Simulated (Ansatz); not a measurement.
The system is CdSe.

```
CELL_PARAMETERS angstrom
0.00000 2.87396 2.87396
2.87396 0.00000 2.87396
2.87396 2.87396 0.00000
ATOMIC_POSITIONS crystal
Cd 0.00000 0.00000 0.00000
Se 0.50000 0.50000 0.50000
```

Measurements of this composition are mostly on another form, of space group No. 186.

- Program: Ansatz 0.2.0
- Task: relaxation of cell and atoms
- Functional: RPBE
- Potentials or basis: Ansatz PAW
- Cutoff: 420 eV (not typed: the program's choice for these potentials)
- k mesh: 8 × 8 × 8
- Occupations: fermi-dirac, width 0.05 eV
- Spin: no spin polarisation

At the start: volume 23.74 Å³/atom.

**Question.** How do energy, volume and symmetry change on relaxing?

**Answer.** It ends after 5 steps and the volume is 24.56 Å³/atom (+3.5 %); space group Fm-3m (No. 225, to 0.05 Å).

The path:
```
step  energy change (eV)  largest force (eV/Å)  volume (Å³)
   1              0.0000                0.0000        47.48
   2             -0.0068                0.0000        49.95
   3             -0.0092                0.0000        49.18
   4             -0.0092                0.0000        49.12
   5             -0.0095                0.0000        49.12
```

Final structure:
```cif
data_structure
_symmetry_space_group_name_H-M 'P 1'
_symmetry_Int_Tables_number 1
_cell_length_a 4.1109
_cell_length_b 4.1109
_cell_length_c 4.1109
_cell_angle_alpha 60.000
_cell_angle_beta 60.000
_cell_angle_gamma 60.000
_cell_volume 49.12
loop_
_atom_site_label
_atom_site_type_symbol
_atom_site_fract_x
_atom_site_fract_y
_atom_site_fract_z
_atom_site_occupancy
Cd1 Cd 0.00000 0.00000 0.00000 1
Se1 Se 0.50000 0.50000 0.50000 1
```

Caveat: the plane-wave basis is chosen anew once the cell has moved, so the energies of steps on either side of that aren't comparable; the PAW data sets come from PBE, with cores solved anew for the run's functional, which leaves a small shift of forces and pressure.
